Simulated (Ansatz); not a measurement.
# InSe: the cost of one run

Method: DFT PBE+D3(BJ), scalar-relativistic, plane waves, PAW, and further levels as typed in the inputs, in Ansatz 0.2.0.

### 1 Starting point

Symmetry: Amm2, No. 38, orthorhombic system. The conventional cell has a = 23.380 Å, b = 4.000 Å, c = 6.997 Å, α = 90.00°, β = 90.00°, γ = 90.00°. Se (site symmetry m) is surrounded by 3 In at 2.65 to 2.67 Å. In (site symmetry m) has 3 Se at 2.65 to 2.67 Å and 1 In at 2.79 Å as nearest neighbours.

As a file:

```
CELL_PARAMETERS angstrom
4.00000 0.00000 0.00000
-2.00000 3.49874 0.00000
0.00000 0.00000 23.38000
ATOMIC_POSITIONS crystal
Se 0.33333 0.66667 0.38494
In 0.00000 0.00000 0.44033
In 0.00000 0.00000 0.55967
Se 0.33333 0.66667 0.61506
```

### 2 Relaxing the atoms: In2Se2 sheet, no spin

The input, input.yaml:

```yaml
crystal:
  lattice:
    - [4.0, 0.0, 0.0]
    - [-2.0, 3.4987426313, 0.0]
    - [0.0, 0.0, 23.38]
  atoms:
    - { symbol: Se, position: [0.3333333333, 0.6666666667, 0.3849443969] }
    - { symbol: In, position: [0.0, 0.0, 0.4403336185] }
    - { symbol: In, position: [0.0, 0.0, 0.5596663815] }
    - { symbol: Se, position: [0.3333333333, 0.6666666667, 0.6150556031] }
  periodic: [true, true, false]
scf:
  occupations: { method: gaussian, width: 0.02 }
  n_extra_bands: 6
output:
  forces: true
  stress: false
  write_density: true
  write_potential: true
  elf: true
  volumetric_format: npy
kpoints:
  mp_grid: { grid: [10, 10, 1] }
hamiltonian:
  xc: pbe
  dispersion: d3bj
relax:
  f_tol: 0.005
  max_steps: 100
```

Run with:

```sh
$ ansatz run input.yaml --threads 4 --pin off --max-ram 12288MiB --backend cpu --events-out ev --progress --plain --runs-dir out
```

What time and memory should one allow on 4 threads of Intel Xeon 6975P-C (Granite Rapids), shared host?

About 24 s, with a peak of 1.1 GiB.
